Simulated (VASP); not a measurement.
# Au: work function with PBE

The system is Au, a sheet with vacuum.

```
CELL_PARAMETERS angstrom
2.66227 0.00000 0.00000
0.00000 2.66170 0.00000
0.00000 0.00000 23.80000
ATOMIC_POSITIONS crystal
Au 0.00000 0.50000 0.29412
```

The cell was built by a generator and needn't be a form met in nature.

```json
{
 "Program": "VASP 6.6.1",
 "Task": "work function",
 "Functional": "PBE",
 "Potentials or basis": "VASP PAW PBE potentials, release 64 (Au)",
 "Cutoff": "520 eV",
 "k mesh": "10 × 10 × 1",
 "Occupations": "fermi-dirac, width 0.05 eV",
 "Spin": "no spin polarisation",
 "Dipole correction": "yes",
 "Further INCAR settings": "ALGO = Normal; EDIFF = 1e-07; EFIELD = -0.1"
}
```

```json
{
  "Band gap on the k mesh": "none (metal or under the smearing width)",
  "Work function of the upper face": "6.39 eV",
  "Work function of the lower face": "5.11 eV"
}
```

Levels at points of the mesh, in eV from the Fermi level:
| k point | band 2 | band 3 | band 4 | band 5 | band 6 | band 7 | band 8 | band 9 |
| --- | --- | --- | --- | --- | --- | --- | --- | --- |
| (0.00, 0.00, 0.00) | -5.42 | -2.61 | -1.29 | -1.29 | -0.67 | 1.89 | 5.22 | 5.67 |
| (0.50, 0.00, 0.00) | -3.82 | -2.30 | -1.80 | -1.06 | 1.79 | 3.95 | 6.83 | 9.80 |
| (0.00, 0.50, 0.00) | -3.82 | -2.30 | -1.80 | -1.06 | 1.79 | 3.96 | 6.83 | 9.80 |
| (0.50, 0.50, 0.00) | -3.22 | -3.22 | -1.41 | 0.63 | 6.70 | 6.70 | 9.38 | 12.05 |

Run time: 76 s on 1 thread of AMD EPYC 7R43 64-Core Processor (Zen 3) (shared host), peak memory 0.23 GiB.

The run has no spin-orbit coupling, so splittings on Au are missing.
